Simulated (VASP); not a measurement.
Here is a VASP 6.6.1 calculation.

File INCAR:

```
ALGO = Fast
EDIFF = 1E-7
EDIFFG = -0.01
ENCUT = 300
GGA = PE
IBRION = 2
ISIF = 2
ISMEAR = 0
LASPH = True
LCHARG = False
LREAL = False
LWAVE = False
NELM = 80
NSW = 40
PREC = Accurate
SIGMA = 0.03
```

KPOINTS

```
k-points
0
Gamma
  6 6 6
```

POSCAR

```
SiC                                     
1.0
   -0.0000000000      2.0363801539      2.0363801539
    2.0363801539     -0.0000000000      2.0363801539
    2.0363801539      2.0363801539      0.0000000000
  Si              C             
     1     1
Direct
     0.0000000000000000    0.0000000000000000    0.0000000000000000
     0.5000000000000000    0.5000000000000000    0.5000000000000000
```

Potentials or basis: VASP PAW PBE potentials, release 64 (Si, C_s).

The run is started by

```bash
$ cat potpaw_PBE.64/Si/POTCAR potpaw_PBE.64/C_s/POTCAR > POTCAR
$ mpirun -np 1 vasp_std > vasp.out
```

Task: Predict the band gap on the k mesh.

Result: None (metal or under the smearing width).

Final structure:
```
CELL_PARAMETERS angstrom
0.00000 2.03638 2.03638
2.03638 0.00000 2.03638
2.03638 2.03638 0.00000
ATOMIC_POSITIONS crystal
Si 0.00000 0.00000 0.00000
C 0.50000 0.50000 0.50000
```

Caveat: the k mesh is coarse (spacing up to 0.45 Å⁻¹), so the values aren't converged; the relaxation stopped at its first step, so nothing moved.
